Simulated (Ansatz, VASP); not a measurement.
## One calculation of SiC (Moissanite 3C), two programs

File INCAR:

```
SYSTEM = SiC
  PREC = Accurate
  ENCUT = 520
  EDIFF = 1E-6
  ISMEAR = 0
  SIGMA = 0.01
  LREAL = .FALSE.
  LASPH = .TRUE.
  NELM = 60
  ALGO = Normal
  ISIF = 2
  LWAVE = .FALSE.
  LCHARG = .TRUE.
  LELF = .TRUE.
  LVHAR = .TRUE.
  NBANDS = 11
```

The input KPOINTS:

```
Automatic mesh
0
G
  10 10 10
  0 0 0
```

Contents of POSCAR:

```
SiC
1.0
    0.0000000000      2.1780503294      2.1780503294
    2.1780503294      0.0000000000      2.1780503294
    2.1780503294      2.1780503294      0.0000000000
Si C
1 1
Direct
    0.0000000000      0.0000000000      0.0000000000
    0.2500000000      0.2500000000      0.2500000000
```

Input for Ansatz:

```yaml
crystal:
  lattice:
    - [0.0, 2.1780503294, 2.1780503294]
    - [2.1780503294, 0.0, 2.1780503294]
    - [2.1780503294, 2.1780503294, 0.0]
  atoms:
    - { symbol: Si, position: [0.0, 0.0, 0.0] }
    - { symbol: C, position: [0.25, 0.25, 0.25] }
kpoints:
  mp_grid: { grid: [10, 10, 10] }
  band_path:
    path:
      - [0.0, 0.0, 0.0]
      - [-0.5, -0.5, 0.0]
      - [-0.375, -0.375, 0.25]
      - [-0.375, 0.0, 0.375]
      - [0.0, 0.0, 0.5]
      - [-0.5, -0.25, 0.25]
    npoints: 1
hamiltonian:
  xc: lda
scf:
  occupations: { method: fixed }
  n_extra_bands: 4
output:
  forces: true
  stress: true
  eigenvalues: true
```

Alike in both runs: task single point; functional LDA; k mesh 10 × 10 × 10; no spin polarisation.

|  | VASP | Ansatz |
| --- | --- | --- |
| version | VASP 6.6.1 | Ansatz 0.2.0 |
| potentials or method | VASP PAW LDA potentials, release 64 (Si, C) | plane waves, PAW |
| plane-wave cutoff (eV) | 520 | 420 |
| occupations | gaussian, width 0.01 eV | fixed |
| valence electrons in the cell | 8 | 8 |

```csv
,VASP,Ansatz,Ansatz less VASP
gap on the k mesh at the Fermi level (eV),1.30,1.32,+0.013
pressure (GPa),-3.7,-4.1,-0.41
```

A k mesh can miss the band edges. LDA gaps usually lie below the measured ones, often by a third to a half.
